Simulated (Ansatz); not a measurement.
# Ti: other elements on the same sites

An exercise on one series of results from a longer session: the logs are not shown, and one member is left open.

Program: Ansatz 0.2.0. Level of theory: DFT PBE, scalar-relativistic, plane waves, PAW. These are calculated values, not measurements.

## The starting structure

It takes space group P6_3/mmc (No. 194, hexagonal). Conventional cell: a = 2.938 Å, b = 2.938 Å, c = 4.651 Å, α = 90.00°, β = 90.00°, γ = 120.00°. Ti (site symmetry -6m2) is surrounded by 12 Ti at 2.88 to 2.94 Å.

Structure file:

```cif
data_structure
_symmetry_space_group_name_H-M 'P6_3/mmc'
_symmetry_Int_Tables_number 194
_cell_length_a 2.9385
_cell_length_b 2.9385
_cell_length_c 4.6506
_cell_angle_alpha 90.000
_cell_angle_beta 90.000
_cell_angle_gamma 120.000
_cell_volume 34.78
loop_
_atom_site_label
_atom_site_type_symbol
_atom_site_symmetry_multiplicity
_atom_site_Wyckoff_symbol
_atom_site_fract_x
_atom_site_fract_y
_atom_site_fract_z
_atom_site_occupancy
Ti1 Ti 2 c 0.33333 0.66667 0.25000 1
```

This cell was relaxed beforehand with the same method: volume 17.39 Å³/atom, gap on the mesh none (metal).

Set-up of the first run:

The input, input.yaml:

```yaml
crystal:
  lattice:
    - [2.6684384657, 0.0, 0.0]
    - [-1.3342192328, 2.3109354997, 0.0]
    - [0.0, 0.0, 4.2232798402]
  atoms:
    - { symbol: Mn, position: [0.3333333333, 0.6666666667, 0.25], spin: 4.0 }
    - { symbol: Mn, position: [0.6666666667, 0.3333333333, 0.75], spin: 4.0 }
basis:
  ecutwfc: 420
kpoints:
  mp_grid: { grid: [6, 6, 4] }
hamiltonian:
  xc: pbe
scf:
  occupations: { method: gaussian, width: 0.1 }
  lower_state_search: "off"
output:
  forces: true
  stress: true
  eigenvalues: true
  populations: true
magnetization:
  spin_polarized: true
```

The run is started by

```console
ansatz run input.yaml --threads 1 --pin off --max-ram 2560MiB --backend cpu --events-out ev --progress --plain --runs-dir out
```

Among the steps run: A first look at the start (Mn); A loose first relaxation (Mn); The relaxation (Mn).

One table of the session follows, with a row left open; its other results are not shown here.

Lengths are those of the vectors of the cell that was run:

```
   swap  volume (Å³/atom)  a (Å)  b (Å)  c (Å)
   none             17.39  2.938  2.938  4.651
Ti → Ir             14.56  2.748  2.748  4.454
Ti → Zr             23.40  3.233  3.233  5.171
Ti → Mn                 ?      ?      ?      ?
```

**Question.** Estimate the row for Ti → Mn.

The run gave: volume (Å³/atom): 10.71; a (Å): 2.481; b (Å): 2.481; c (Å): 4.016. In the column «volume (Å³/atom)» it is the lowest.

Lengths are those of the computed cell. Rows of earlier swaps come from the sessions before.

Limits of these values: Warnings in the runs' records: seeded moment not kept.
